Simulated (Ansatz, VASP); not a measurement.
## Two plane-wave programs on Zr

Contents of INCAR:

```
SYSTEM = Zr
ALGO = Normal
EDIFF = 1E-6
ENCUT = 520
GGA = PE
ISIF = 2
ISMEAR = -1
IVDW = 13
LASPH = .TRUE.
LCHARG = .FALSE.
LREAL = .FALSE.
LWAVE = .FALSE.
NBANDS = 19
NELM = 80
PREC = Accurate
SIGMA = 0.05
```

KPOINTS

```
k-points
0
G
  8 8 5
  0 0 0
```

Contents of POSCAR:

```
Zr
1.0
    3.2745311931      0.0000000000      0.0000000000
   -1.6372655966      2.8358270923      0.0000000000
    0.0000000000      0.0000000000      5.2147314515
Zr
2
Direct
    0.3333333333      0.6666666667      0.2500000000
    0.6666666667      0.3333333333      0.7500000000
```

Input for Ansatz:

```yaml
crystal:
  lattice:
    - [3.274531193146813, 0.0, 0.0]
    - [-1.6372655965734064, 2.835827092336253, 0.0]
    - [0.0, 0.0, 5.214731451462453]
  atoms:
    - { symbol: Zr, position: [0.3333333333333333, 0.6666666666666666, 0.25] }
    - { symbol: Zr, position: [0.6666666666666666, 0.3333333333333333, 0.75] }
kpoints:
  mp_grid:
    grid: [8, 8, 5]
hamiltonian:
  xc: pbe
  dispersion: d4
  pseudopotentials:
    kind: nc
scf:
  convergence:
    dr2_threshold: 1.0e-07
  mixing:
    algorithm: anderson
    beta: 0.6
    ndim: 8
  occupations:
    method: fermi_dirac
    width: 0.05
output:
  stress: true
```

Alike in both runs: task single point; functional PBE; dispersion D4; k mesh 8 × 8 × 5; occupations fermi-dirac, width 0.05 eV; no spin polarisation.

|  | VASP | Ansatz |
| --- | --- | --- |
| version | VASP 6.6.1 | Ansatz 0.2.0 |
| potentials or method | VASP PAW PBE potentials, release 64 (Zr_sv) | plane waves, norm-conserving potentials |
| plane-wave cutoff (eV) | 520 | 898 |
| valence electrons in the cell | 24 | 24 |

```csv
,VASP,Ansatz,Ansatz less VASP
pressure (GPa),-4.2,-4.2,+0.01
largest component of the traceless stress (GPa),0.43,0.44,+0.011
dispersion energy (meV/atom),-196.7,-196.8,-0.14
```

Ansatz warned: «stress_scf_threshold_loose».

Caveats: pairwise dispersion overbinds metals, which lowers pressure and volume.
